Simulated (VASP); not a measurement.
TiSi2: changing the Hubbard U on Ti d

The cell as given:

```yaml
crystal:
  lattice:
    - [0.00000, 4.11752, 4.26290]
    - [2.38951, 0.00000, 4.26290]
    - [2.38951, 4.11752, 0.00000]
  atoms:
    - { symbol: Ti, position: [0.75000, 0.75000, 0.75000] }
    - { symbol: Ti, position: [0.50000, 0.50000, 0.50000] }
    - { symbol: Si, position: [0.41257, 0.08743, 0.41257] }
    - { symbol: Si, position: [0.08743, 0.41257, 0.08743] }
    - { symbol: Si, position: [0.16257, 0.83743, 0.16257] }
    - { symbol: Si, position: [0.83743, 0.16257, 0.83743] }
```

The cell is a database's computed one, not the measured one.

Kept alike: task relaxation of cell and atoms; functional PBEsol; k mesh 5 × 5 × 5; occupations fermi-dirac, width 0.05 eV; no spin polarisation. Program: VASP, PBE PAW files Si, Ti_sv, 600 eV. The mesh is that of the run's cell of 6 atoms. No spin-orbit coupling.

| Hubbard U on Ti d, U (eV) | volume (Å³/atom) | first edge of the run's cell (Å) | third edge of the run's cell (Å) |
| --- | --- | --- | --- |
| 2 | 14.025 | 5.944 | 4.752 |
| 3 | 14.149 | 5.961 | 4.768 |
| 4 | 14.270 | 5.977 | 4.784 |
| 5 | 14.398 | 5.996 | 4.801 |
| 6 | 14.530 | 6.013 | 4.818 |
| 8 | 14.787 | 6.048 | 4.854 |

U acts here on a shell without spin polarisation. The relaxations keep at least the cell's symmetry (Fddd). For a metal such a mesh leaves the last digits unconverged. Relaxations stop with a little pressure left, so the last digits of a volume or edge aren't settled. How U acts hangs on the program's projectors. All rows use potentials made for PBE. U enters in Dudarev's form.

Q: What does the Hubbard U on Ti d change here?

A: The volume rises from 14.025 to 14.787 Å³/atom between 2 and 8 eV. The first edge of the run's cell rises from 5.944 to 6.048 Å between 2 and 8 eV. The third edge of the run's cell rises from 4.752 to 4.854 Å between 2 and 8 eV.
